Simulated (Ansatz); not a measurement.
## Structure types of BN compared at 440 GPa

Structure types of BN are relaxed in primitive cells with their symmetry kept at 440 GPa, on PAW files; LAPW relaxes the small cells further and takes the PAW cell for the others (marked *). The enthalpy is E + pV at zero temperature, without zero-point motion. Only the types listed were tried, and differences under about 5 meV/atom are mesh noise. The real phase may be another.

Level of theory: DFT with PBE, scalar-relativistic, in Ansatz 0.2.0; Fermi–Dirac smearing of 0.08 eV, no spin polarisation. LAPW: all electrons, basis error target 0.5 meV/atom; PAW: frozen-core files, cutoff 420 eV.

k meshes: rocksalt 18×18×18, CsCl 16×16×16, zincblende 18×18×18, wurtzite 14×14×8, NiAs 14×14×8.

Q: Order the types by LAPW enthalpy, lowest first.
A. CsCl
B. rocksalt
C. zincblende
D. wurtzite
E. NiAs

A: C (0 meV/atom), D (52 meV/atom), B (676 meV/atom), E (774 meV/atom), A (3529 meV/atom).

```
start type            ends as          a, b, c (Å)  V (Å³/atom)  H − H(lowest), LAPW (meV/atom)  same, PAW
  rocksalt    rocksalt, Fm-3m  2.990, 2.990, 2.990         3.34                           676.2      670.1
      CsCl        CsCl, Pm-3m  1.914, 1.914, 1.914         3.51                          3529.4     3529.4
zincblende  zincblende, F-43m  3.077, 3.077, 3.077         3.64                             0.0        0.0
 wurtzite*   wurtzite, P6_3mc  2.162, 2.162, 3.607         3.65                            52.2       51.6
     NiAs*     NiAs, P6_3/mmc  2.117, 2.117, 3.461         3.36                           774.1      770.6
```
